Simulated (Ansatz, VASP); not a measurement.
This is a calculation of Ca for Ansatz 0.2.0.

input.yaml

```yaml
crystal:
  lattice:
    - [-2.2548348694, 2.2548348694, 2.2548348694]
    - [2.2548348694, -2.2548348694, 2.2548348694]
    - [2.2548348694, 2.2548348694, -2.2548348694]
  atoms:
    - { symbol: Ca, position: [0.0, 0.0, 0.0] }
kpoints:
  mp_grid: { grid: [8, 8, 8] }
scf:
  occupations: { method: fermi_dirac, width: 0.05 }
hamiltonian:
  xc: pbe
  pseudopotentials: { kind: all_electron, lapw: { basis_error: 0.0005 } }
output:
  forces: true
  stress: true
  eigenvalues: true
```

Potentials or basis: all-electron LAPW, scalar-relativistic.

Launch:

```sh
$ ansatz run input.yaml --threads 1 --pin off --max-ram 2560MiB --backend cpu --events-out ev --progress --plain --runs-dir out
```

Translate it to VASP 6.6.1. Potentials there: VASP PAW PBE potentials, release 64 (Ca_sv).

As run (the cutoff follows the program's own potentials):

INCAR

```
PREC = Accurate ; ENCUT = 520
EDIFF = 1E-6 ; ISMEAR = -1
SIGMA = 0.05 ; LREAL = False
LASPH = True ; NELM = 80
ALGO = Normal ; ISIF = 2
LWAVE = False ; LCHARG = False
GGA = PE ; NBANDS = 11
```

Contents of KPOINTS:

```
Automatic mesh
0
Gamma
  8 8 8
```

The input POSCAR:

```
Ca
1.0
   -2.2548348694      2.2548348694      2.2548348694
    2.2548348694     -2.2548348694      2.2548348694
    2.2548348694      2.2548348694     -2.2548348694
Ca
1
Direct
    0.0000000000      0.0000000000      0.0000000000
```

Potentials or basis: VASP PAW PBE potentials, release 64 (Ca_sv).

Run with:

```console
$ cat potpaw_PBE.64/Ca_sv/POTCAR > POTCAR
$ mpirun -np 1 vasp_std > vasp.out
```

Both were run:

|  | VASP | Ansatz | Ansatz less VASP |
| --- | --- | --- | --- |
| gap on the k mesh at the Fermi level (eV) | none | none | - |
| pressure (GPa) | -1.2 | -1.2 | -0.01 |

A gap of «none» marks a metal or a gap that the smearing closes. Ansatz ran all-electron here, so the differences hold the error of VASP's frozen core and of both bases.
